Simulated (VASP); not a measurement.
## Sb2Se3: single point with r2SCAN

Sb2Se3:

```xyz
10
Lattice="7.4637 0.0000 0.0000 0.0000 4.0627 0.0000 -0.2576 0.0000 10.2558" Properties=species:S:1:pos:R:3 pbc="T T T"
Sb    1.7020    3.0470    4.9316
Sb    0.5944    1.0157    1.5457
Sb    5.5041    1.0157    5.3242
Sb    6.6117    3.0470    8.7101
Se    6.8736    3.0470    3.4381
Se    2.9096    1.0157    3.4489
Se    1.4847    3.0470   10.2522
Se    0.3325    1.0157    6.8177
Se    4.2965    3.0470    6.8069
Se    5.7214    1.0157    0.0035
```

The cell was built by a generator and needn't be a form met in nature.

```
Program             : VASP 6.6.1
Task                : single point
Functional          : r2SCAN
Potentials or basis : VASP PAW PBE potentials, release 64 (Sb, Se)
Cutoff              : 520 eV
k mesh              : 6 × 8 × 4
Occupations         : gaussian, width 0.1 eV
Spin                : no spin polarisation
```

- Pressure: -1.2 GPa
- Largest force: 0.183 eV/Å
- Band gap on the k mesh: 0.73 eV, indirect (least direct gap 0.83 eV)

Forces in eV/Å, atoms in the order of the input:
```
Sb  -0.026  0.000 -0.173
Sb   0.011  0.000 -0.103
Sb   0.026  0.000  0.173
Sb  -0.011  0.000  0.103
Se   0.129  0.000  0.060
Se  -0.122  0.000  0.090
Se  -0.175  0.000  0.055
Se  -0.129  0.000 -0.060
Se   0.122  0.000 -0.090
Se   0.175  0.000 -0.055
```

Stress tensor (GPa, compression positive):
```
-1.25  0.00  0.02
 0.00 -1.18  0.00
 0.02  0.00 -1.11
```

Levels at points of the mesh, in eV from the valence-band top:
| k point | band 25 | band 26 | band 27 | band 28 | band 29 | band 30 | band 31 | band 32 |
| --- | --- | --- | --- | --- | --- | --- | --- | --- |
| (0.00, 0.00, 0.00) | -1.38 | -1.32 | -0.21 | -0.13 | 0.88 | 1.50 | 1.89 | 2.01 |
| (0.50, 0.00, 0.00) | -1.02 | -0.73 | -0.66 | -0.33 | 1.02 | 1.74 | 1.76 | 2.21 |
| (0.00, 0.50, 0.00) | -0.99 | -0.99 | -0.73 | -0.73 | 2.18 | 2.18 | 2.42 | 2.42 |
| (0.50, 0.50, 0.00) | -1.74 | -1.74 | -0.28 | -0.28 | 1.77 | 1.77 | 2.48 | 2.48 |
| (0.00, 0.00, 0.50) | -1.27 | -1.02 | -0.81 | -0.26 | 0.73 | 1.07 | 1.61 | 1.68 |
| (0.50, 0.00, 0.50) | -0.75 | -0.71 | -0.59 | -0.30 | 0.76 | 1.57 | 1.70 | 2.58 |
| (0.00, 0.50, 0.50) | -0.85 | -0.85 | -0.74 | -0.74 | 1.80 | 1.80 | 2.41 | 2.41 |
| (0.50, 0.50, 0.50) | -1.54 | -1.54 | -0.69 | -0.69 | 1.45 | 1.45 | 2.34 | 2.34 |

Run time: 4 min on 8 MPI ranks on Intel(R) Xeon(R) 6975P-C (Granite Rapids), with other jobs on the host, peak memory 0.85 GiB a rank.

Caveat: the PAW data sets were made with another functional, which shifts forces and pressure a little; spin-orbit coupling is left out, which moves the levels of the heavy elements. r2SCAN opens gaps a little over a GGA but as a rule still falls short of measured ones.
